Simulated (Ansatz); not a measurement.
Set up this calculation in Ansatz 0.2.0, as the native input.

* Task: band structure
* Functional: LDA
* Potentials or basis: Ansatz PAW
* Cutoff: 420 eV (not typed: the program's choice for these potentials)
* k mesh: 7 × 7 × 3
* Occupations: fermi-dirac, width 0.05 eV
* Spin: no spin polarisation
* Path: [["G", "X", "S", "R", "A", "Z", "G", "Y", "X1", "A1", "T", "Y"], ["Z", "T"]]
* Points for each segment of the path: 14

Crystal: Br.

```
Br
1.0
     3.36325   -2.32255    0.00000
     3.36325    2.32255    0.00000
     0.00000    0.00000    8.70230
Br
4
Direct
  0.36510 0.63490 0.39010
  0.13490 0.86510 0.89010
  0.63490 0.36510 0.60990
  0.86510 0.13490 0.10990
```

These files were run (other wordings do the same):

input.yaml

```yaml
crystal:
  lattice:
    - [3.36325, -2.32255, 0.0]
    - [3.36325, 2.32255, 0.0]
    - [0.0, 0.0, 8.7023]
  atoms:
    - { symbol: Br, position: [0.3651, 0.6349, 0.3901] }
    - { symbol: Br, position: [0.1349, 0.8651, 0.8901] }
    - { symbol: Br, position: [0.6349, 0.3651, 0.6099] }
    - { symbol: Br, position: [0.8651, 0.1349, 0.1099] }
hamiltonian:
  xc: lda
  pseudopotentials: { kind: paw }
kpoints:
  mp_grid: { grid: [7, 7, 3] }
  band_path:
    path:
      - [[0.0, 0.0, 0.0], [0.3692207505, -0.3692207505, 0.0], [0.0, -0.5, 0.0], [0.0, -0.5, -0.5], [0.3692207505, -0.3692207505, -0.5], [0.0, 0.0, -0.5], [0.0, 0.0, 0.0], [-0.5, -0.5, 0.0], [-0.3692207505, -0.6307792495, 0.0], [-0.3692207505, -0.6307792495, -0.5], [-0.5, -0.5, -0.5], [-0.5, -0.5, 0.0]]
      - [[0.0, 0.0, -0.5], [-0.5, -0.5, -0.5]]
    npoints: 14
scf:
  occupations: { method: fermi_dirac, width: 0.05 }
  n_extra_bands: 10
output:
  forces: true
  stress: true
  eigenvalues: true
  fatbands: true
```

Potentials or basis: Ansatz PAW.

Command:

```bash
$ ansatz run input.yaml --threads 2 --pin off --max-ram 5632MiB --backend cpu --events-out ev --progress --plain --runs-dir out
```

Results of the run:

```
Pressure                : -1.2 GPa
Largest force           : 0.695 eV/Å
Band gap on the k mesh  : 1.75 eV, indirect (least direct gap 1.77 eV)
Band gap along the path : 1.71 eV, indirect (least direct gap 1.75 eV)
```

Caveat: the PAW data sets come from PBE, with cores solved anew for the run's functional, which leaves a small shift of forces and pressure.

It took 14 s on 2 threads of Arm Neoverse V1, with other jobs on the host, peak memory 0.48 GiB.
